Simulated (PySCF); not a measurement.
Molecule: SMILES C1COCCN1, C4H9NO.

Bonds (- single, = double, # triple, : aromatic): C1-C2 1.523 Å, C2-O3 1.405 Å, O3-C4 1.405 Å, C4-C5 1.523 Å, C5-N6 1.452 Å, N6-C1 1.452 Å. C1 carries H7, H8; C2 carries H9, H10; C4 carries H11, H12; C5 carries H13, H14; N6 carries H15.

Geometry PBE0-D3(BJ)/def2-SVP throughout; GIAO in PySCF, gas phase, one conformer, non-relativistic; equivalent atoms averaged; functional PBE0.

**Question.** How do the shifts δ (against TMS, H2O, NH3 at the same level) depend on the basis set? (ppm; last column core-seconds on 1 thread of an Arm Neoverse V1, shared host)

**Answer.** 
```
    basis set  functions  C2/C4  C1/C5     O3    N6  H9/H10/H11/H12  H7/H8/H13/H14    H15  core-s
       STO-3G         39   50.8   37.5  -30.4   5.3            1.55           1.45  -1.26     3.2
        6-31G         72   64.9   43.7   21.4  29.7            3.44           2.78  -0.29     6.2
       6-31G*        102   64.7   43.9   20.7  29.0            3.33           2.58  -0.13     8.4
     def2-SVP        129   65.2   44.0   36.5  36.2            3.08           2.36  -0.47      10
6-311+G(2d,p)        216   70.0   48.2   42.8  46.8            3.40           2.67   0.17      22
    def2-TZVP        240   71.2   49.2   45.5  48.4            3.38           2.67   0.06      28
```

**Question.** Which nucleus moves most, in ppm?

**Answer.** O3 (ether oxygen): from -30.4 ppm with STO-3G to 45.5 ppm with def2-TZVP. The smallest spread is 1.33 ppm, at H7/H8/H13/H14. Proton shifts span only some 12 ppm, so a few tenths of a ppm matter as much there as several ppm in carbon.

**Question.** Taking the largest basis, def2-TZVP (240 functions), as the yardstick, rank the others by their worst heavy-atom deviation.

**Answer.** 6-311+G(2d,p) 2.7 ppm (216 functions), def2-SVP 12.2 ppm (129 functions), 6-31G 24.0 ppm (72 functions), 6-31G* 24.8 ppm (102 functions), STO-3G 75.9 ppm (39 functions).

A small basis that lands close on one nucleus may do so by chance; judge by the trend and by all nuclei.
